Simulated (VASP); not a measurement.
# A VASP 6.6.1 single-point calculation on CdS

INCAR

```
LASPH = .TRUE.
LWAVE = .FALSE.
LCHARG = .FALSE.
ISMEAR = -1
NSW = 0
GGA = PE
ENCUT = 520
BMIX = 0.0001
EDIFF = 1E-7
PREC = Low
AMIX = 0.2
SIGMA = 0.02
NELM = 100
ISIF = 2
IBRION = -1
NBANDS = 16
LREAL = .FALSE.
```

KPOINTS

```
KPOINTS created by Atomic Simulation Environment
0
Gamma
8 8 8
0 0 0
```

POSCAR

```
Cd S
 1.0000000000000000
    -0.0000000000000000    2.9392148430445664    2.9392148430445664
     2.9392148430445664    0.0000000000000000    2.9392148430445664
     2.9392148430445664    2.9392148430445664    0.0000000000000000
 Cd  S
   1   1
Cartesian
  0.0000000000000000  0.0000000000000000 -0.0000000000000000
  1.4696074215222832  1.4696074215222832  1.4696074215222832
```

The recommended PBE PAW datasets give the neutral cell 18 valence electrons.

Command

```
mpirun -np 1 vasp_std
```

OSZICAR

```
N       E                     dE             d eps       ncg     rms          rms(c)
DAV:   1     0.110416216903E+03    0.11042E+03   -0.88929E+03   944   0.102E+03
DAV:   2    -0.238993378610E+01   -0.11281E+03   -0.10602E+03  1128   0.255E+02
DAV:   3    -0.666160202870E+01   -0.42717E+01   -0.42649E+01  1184   0.517E+01
DAV:   4    -0.668721436497E+01   -0.25612E-01   -0.25610E-01  1192   0.392E+00
DAV:   5    -0.668757119894E+01   -0.35683E-03   -0.35683E-03  1128   0.436E-01    0.772E+00
DAV:   6    -0.627587902634E+01    0.41169E+00   -0.32839E-01  1384   0.704E+00    0.704E+00
DAV:   7    -0.614049378154E+01    0.13539E+00   -0.45965E-01  1176   0.627E+00    0.511E+00
DAV:   8    -0.614342369205E+01   -0.29299E-02   -0.10317E-01  1096   0.433E+00    0.623E-01
DAV:   9    -0.614037366621E+01    0.30500E-02   -0.68354E-03  1184   0.120E+00    0.407E-01
DAV:  10    -0.614021294387E+01    0.16072E-03   -0.32114E-03  1096   0.663E-01    0.780E-02
DAV:  11    -0.614016045738E+01    0.52486E-04   -0.43947E-04  1200   0.259E-01    0.601E-02
DAV:  12    -0.614018224624E+01   -0.21789E-04   -0.45658E-05  1064   0.625E-02    0.501E-02
DAV:  13    -0.614018168507E+01    0.56117E-06   -0.95233E-06  1272   0.434E-02    0.120E-02
DAV:  14    -0.614018172211E+01   -0.37044E-07   -0.43118E-07  1016   0.494E-03
   1 F= -.61401817E+01 E0= -.61401817E+01  d E =-.708857E-11
```

From OUTCAR

```
k-points           NKPTS =     29   k-points in BZ     NKDIM =     29   number of bands    NBANDS=     16

   NELECT =      18.0000    total number of electrons

   dimension x,y,z NGX =    24 NGY =   24 NGZ =   24
   dimension x,y,z NGXF=    24 NGYF=   24 NGZF=   24

  energy-cutoff  :      520.00
  volume of cell :       50.78
      direct lattice vectors                 reciprocal lattice vectors
     0.000000000  2.939214843  2.939214843    -0.170113458  0.170113458  0.170113458
     2.939214843  0.000000000  2.939214843     0.170113458 -0.170113458  0.170113458
     2.939214843  2.939214843  0.000000000     0.170113458  0.170113458 -0.170113458

 k-points in reciprocal lattice and weights: KPOINTS created by Atomic Simulation Env
   0.00000000  0.00000000  0.00000000       0.002
   0.12500000  0.00000000  0.00000000       0.016
   0.25000000  0.00000000  0.00000000       0.016
   0.37500000  0.00000000  0.00000000       0.016
   0.50000000  0.00000000  0.00000000       0.008
   0.12500000  0.12500000  0.00000000       0.012
   0.25000000  0.12500000  0.00000000       0.047
   0.37500000  0.12500000  0.00000000       0.047
   ...

 E-fermi :   1.5258

 k-point     1 :       0.0000    0.0000    0.0000
  band No.  band energies     occupation
      1     -11.1118      2.00000
      2      -6.5290      2.00000
      3      -6.5290      2.00000
      4      -6.5290      2.00000
      5      -6.0802      2.00000
      6      -6.0802      2.00000
      7       1.1178      2.00000
      8       1.1178      2.00000
      9       1.1178      2.00000
     10       2.2158      0.00000
     11       7.6679      0.00000
     12       7.6679      0.00000
     13       7.6680      0.00000
     14      12.4281      0.00000
     15      12.5629      0.00000
     16      12.5629      0.00000

 k-point     2 :       0.1250    0.0000    0.0000
  band No.  band energies     occupation
      1     -11.0528      2.00000
      2      -6.5078      2.00000
      3      -6.5078      2.00000
      4      -6.4762      2.00000
      5      -6.0811      2.00000
      6      -6.0811      2.00000
      7       0.1076      2.00000
      8       1.0012      2.00000
      9       1.0012      2.00000
     10       3.0528      0.00000
     11       7.4040      0.00000
     12       7.8613      0.00000
     13       7.8614      0.00000
     14      11.9745      0.00000
     15      11.9745      0.00000
     16      13.0259      0.00000

 k-point     3 :       0.2500    0.0000    0.0000
  band No.  band energies     occupation
      1     -10.9097      2.00000
      2      -6.4621      2.00000
      3      -6.4620      2.00000
      4      -6.2898      2.00000
      5      -6.0761      2.00000
      6      -6.0760      2.00000
      7      -1.3221      2.00000
      8       0.7385      2.00000
      9       0.7385      2.00000
     10       3.8512      0.00000
     11       7.3928      0.00000
     12       8.1597      0.00000
     13       8.1598      0.00000
     14      11.7404      0.00000
     15      11.7404      0.00000
     16      12.3937      0.00000

 ...

  Total        0.5728231      0.5728231      0.5728231      0.0000000      0.0000000      0.0000000
  in kB       18.0720373     18.0720373     18.0720373      0.0000000      0.0000000      0.0000000
  external PRESSURE =      18.0720373 kB  Pullay stress =       0.0000000 kB

 POSITION                                       TOTAL-FORCE (eV/Angst)
 -----------------------------------------------------------------------------------
      0.00000      0.00000      0.00000        -0.000000     -0.000000     -0.000000
      1.46961      1.46961      1.46961         0.000000      0.000000      0.000000
 -----------------------------------------------------------------------------------
    total drift:                               -0.000096     -0.000096     -0.000115

  FREE ENERGIE OF THE ION-ELECTRON SYSTEM (eV)
  ---------------------------------------------------
  free  energy   TOTEN  =        -6.1401817221 eV

  energy  without entropy=       -6.1401817221  energy(sigma->0) =       -6.14018172
```

It converged. Results: gap between bands v and c on the k mesh 1.10 eV; least direct gap on the k mesh 1.10 eV; pressure 1.8 GPa. Band v is the last that the valence electrons fill when counted band by band, and c is the next.

For comparison, a separate PBE run of the intended cell, on usual settings and not on those above, gives a gap of 1.10 eV on its mesh and a pressure of 1.7 GPa.

The run above took about 7.7 s on one core of a shared host (Intel Xeon Platinum 8488C) and held 0.13 GiB at most.
